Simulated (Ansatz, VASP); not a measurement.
## One calculation of SnTe, two programs

File INCAR:

```
SYSTEM = SnTe
PREC = Accurate
ENCUT = 520
EDIFF = 1E-6
ISMEAR = -1
SIGMA = 0.05
LREAL = .False.
LASPH = .True.
NELM = 100
ALGO = Normal
ISIF = 2
LWAVE = .False.
LCHARG = .False.
GGA = PS
NBANDS = 17
```

Contents of KPOINTS:

```
regular mesh
0
Gamma
  6 6 6
  0 0 0
```

The input POSCAR:

```
SnTe
1.0
    0.0000000000      3.1508500000      3.1508500000
    3.1508500000      0.0000000000      3.1508500000
    3.1508500000      3.1508500000      0.0000000000
Te Sn
1 1
Direct
    0.5000000000      0.5000000000      0.5000000000
    0.0000000000      0.0000000000      0.0000000000
```

input.yaml

```yaml
crystal:
  lattice:
    - [0.0, 3.15085, 3.15085]
    - [3.15085, 0.0, 3.15085]
    - [3.15085, 3.15085, 0.0]
  atoms:
    - { symbol: Te, position: [0.5, 0.5, 0.5] }
    - { symbol: Sn, position: [0.0, 0.0, 0.0] }
kpoints:
  mp_grid: { grid: [6, 6, 6] }
scf:
  occupations: { method: fermi_dirac, width: 0.05 }
hamiltonian:
  xc: pbesol
  pseudopotentials: { kind: all_electron, datasets: crystal }
output:
  forces: true
  stress: true
  eigenvalues: true
```

Alike in both runs: task single point; functional PBEsol; k mesh 6 × 6 × 6; occupations fermi-dirac, width 0.05 eV; no spin polarisation.

|  | VASP | Ansatz |
| --- | --- | --- |
| version | VASP 6.6.1 | Ansatz 0.2.0 |
| potentials or method | VASP PAW PBE potentials, release 64 (Te, Sn_d) | all-electron PAW datasets made for the crystal |
| plane-wave cutoff (eV) | 520 | see its input |

```csv
,VASP,Ansatz,Ansatz less VASP
gap on the k mesh at the Fermi level (eV),0.14,0.14,0.000
least direct gap on the mesh (eV),0.14,0.14,0.000
pressure (GPa),-0.3,-0.3,+0.02
```

Ansatz ran all-electron here, so the differences hold the error of VASP's frozen core and of both bases.

Caveats: spin-orbit coupling is left out, which moves the levels of the heavy elements; the PAW data sets were made with another functional, which shifts forces and pressure a little (VASP).
